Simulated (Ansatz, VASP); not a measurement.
## One calculation of KTaO3, two programs

The input INCAR:

```
PREC = Accurate ; ENCUT = 520
EDIFF = 1E-7 ; ISMEAR = -1
SIGMA = 0.05 ; LREAL = False
LASPH = True ; NELM = 60
ALGO = Normal ; ISIF = 2
LWAVE = False ; LCHARG = True
GGA = PS ; LVHAR = True
NBANDS = 27 ; KPAR = 2
```

The input KPOINTS:

```
Automatic mesh
0
Gamma
  7 7 7
```

Contents of POSCAR:

```
KTaO3
1.0
    3.9883000000      0.0000000000      0.0000000000
    0.0000000000      3.9883000000      0.0000000000
    0.0000000000      0.0000000000      3.9883000000
Ta K O
1 1 3
Direct
    0.0000000000      0.0000000000      0.0000000000
    0.5000000000      0.5000000000      0.5000000000
    0.0000000000      0.0000000000      0.5000000000
    0.0000000000      0.5000000000      0.0000000000
    0.5000000000      0.0000000000      0.0000000000
```

Contents of input.yaml:

```yaml
crystal:
  lattice:
    - [3.9883, 0.0, 0.0]
    - [0.0, 3.9883, 0.0]
    - [0.0, 0.0, 3.9883]
  atoms:
    - { symbol: Ta, position: [0.0, 0.0, 0.0] }
    - { symbol: K, position: [0.5, 0.5, 0.5] }
    - { symbol: O, position: [0.0, 0.0, 0.5] }
    - { symbol: O, position: [0.0, 0.5, 0.0] }
    - { symbol: O, position: [0.5, 0.0, 0.0] }
hamiltonian:
  xc: pbesol
  pseudopotentials: { kind: paw }
kpoints:
  mp_grid: { grid: [7, 7, 7] }
  band_path:
    path:
      - [[0.0, 0.0, 0.0], [0.0, 0.5, 0.0], [0.5, 0.5, 0.0], [0.0, 0.0, 0.0], [0.5, 0.5, 0.5], [0.0, 0.5, 0.0]]
      - [[0.5, 0.5, 0.0], [0.5, 0.5, 0.5]]
    npoints: 14
scf:
  occupations: { method: fermi_dirac, width: 0.05 }
  n_extra_bands: 12
output:
  forces: true
  stress: true
  eigenvalues: true
  fatbands: false
  write_density: true
  write_potential: true
  elf: true
  volumetric_format: npy
```

Alike in both runs: functional PBEsol; k mesh 7 × 7 × 7; occupations fermi-dirac, width 0.05 eV; no spin polarisation.

|  | VASP | Ansatz |
| --- | --- | --- |
| version | VASP 6.6.1 | Ansatz 0.2.0 |
| potentials or method | VASP PAW PBE potentials, release 64 (Ta_pv, K_sv, O) | Ansatz PAW |
| plane-wave cutoff (eV) | 520 | 420 |
| valence electrons in the cell | 38 | 40 |
| task | single point | band structure |

VASP gave:

```
gap on the k mesh at the Fermi level (eV) : 2.14
least direct gap on the mesh (eV)         : 2.71
pressure (GPa)                            : 0.3
```

Which values does Ansatz return?

gap on the k mesh at the Fermi level (eV): 2.19; least direct gap on the mesh (eV): 2.74; pressure (GPa): -0.5.

The two sets of potentials don't hold the same shells in valence.

Caveats: spin-orbit coupling is left out, which moves the levels of the heavy elements; the PAW data sets were made with another functional, which shifts forces and pressure a little (VASP); an odd mesh through Γ misses points on the zone boundary, where band edges often lie (VASP); the k mesh misses the band edges, so the gap on the mesh is wider than the one along the path (Ansatz); the pressure holds a Pulay correction of +0.6 GPa for the finite cutoff (Ansatz); the PAW data sets come from PBE, with cores solved anew for the run's functional, which leaves a small shift of forces and pressure (Ansatz). Expect the measured gap to be larger: semilocal functionals such as PBEsol lack the derivative discontinuity.
